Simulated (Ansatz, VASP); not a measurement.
**Ag: programs and potentials compared**

The starting cell:

```
Ag
1.0
     0.00000    2.04275    2.04275
     2.04275    0.00000    2.04275
     2.04275    2.04275    0.00000
Ag
1
Cartesian
  0.0000 0.0000 0.0000
```

Alike in all runs: task relaxation of cell and atoms; functional revPBE; k mesh 11 × 11 × 11; occupations fermi-dirac, width 0.05 eV; no spin polarisation; no spin-orbit coupling.

| program and potentials | plane-wave cutoff (eV) | notes | equilibrium volume (Å³/atom) |
| --- | --- | --- | --- |
| Ansatz, Ansatz PAW | 420 | potentials made for PBE, which Ansatz adapts in part; 19 valence electrons an atom on average | 18.41 |
| VASP, PBE PAW files Ag, 600 eV | 600 | potentials made for PBE; 11 valence electrons an atom on average | 18.37 |
| Ansatz, all-electron LAPW, scalar-relativistic | - | - | 18.40 |

The equilibrium volume spans 18.37 (VASP, PBE PAW files Ag, 600 eV) to 18.41 Å³/atom (Ansatz, Ansatz PAW), with all-electron results at 18.40. Some sets were made for another functional than the one run, which can shift their rows. Relaxations stop with a little pressure left, so the last digit of a volume isn't settled.

Differences between rows come from potentials, basis sets and numerical settings, since the functional is the same but for its coding. Runs on potential files found faulty are left out.
